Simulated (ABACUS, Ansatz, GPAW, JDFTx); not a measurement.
# Fitting the PBEsol energy curve of MnS

Symmetry: F-43m, No. 216, cubic system. Conventional cell: a = 4.947 Å, b = 4.947 Å, c = 4.947 Å, α = 90.00°, β = 90.00°, γ = 90.00°. Around Mn (site symmetry -43m) lie 4 S at 2.14 Å. S (site symmetry -43m) has 4 Mn at 2.14 Å as nearest neighbours.

The cell is a database's computed one, not the measured one.

The cell was scaled at fixed shape and fractions and run with Ansatz, Ansatz PAW, cutoff 420 eV; PBEsol, k mesh 9 × 9 × 9 on the cell of 2 atoms, fermi-dirac occupations of 0.05 eV, collinear spin, ferromagnetic start, no spin-orbit coupling. The potentials were made for PBE. Energies are those that the program minimises, any entropy of the smearing included. For a metal such a mesh isn't converged to the digits shown. The magnetic state is the one that the start led to, which needn't be the lowest.

```tsv
V (Å³/atom)	energy over the lowest row (meV/atom)
14.2247	12.11
14.5274	2.81
14.8300	0.00
15.1327	3.00
15.4354	?
15.7380	24.02
16.0407	41.00
```

Question: Fit the third-order Birch-Murnaghan form, give V0, B0 and B′, and predict the energy left open.

Answer: With y = (V0/V)^(2/3), E = E0 + (9 V0 B0/16) [(y - 1)³ B′ + (y - 1)² (6 - 4y)]. Least squares through the rows shown give V0 = 14.8194 Å³/atom, E0 = 0.00 meV, B0 = 150.9 GPa (1 eV/Å³ = 160.218 GPa) and B′ = 4.49, with a largest miss of 0.00 meV. At V = 15.4354 the form with these constants gives 11.19 meV; the run gave 11.19 meV an atom. Other set-ups at this level, from all their volumes (Å³/atom, GPa): ABACUS, PseudoDojo NC SR 0.4.1 PBEsol standard, plane waves: V0 14.808, B0 150.7; GPAW, PAW data sets generated for this functional: V0 14.900, B0 148.6; JDFTx, PseudoDojo-SR-PBEsol-0.4.1-standard with smoothed tails: V0 14.809, B0 150.7; Ansatz, all-electron LAPW, scalar-relativistic: V0 14.819, B0 150.8.
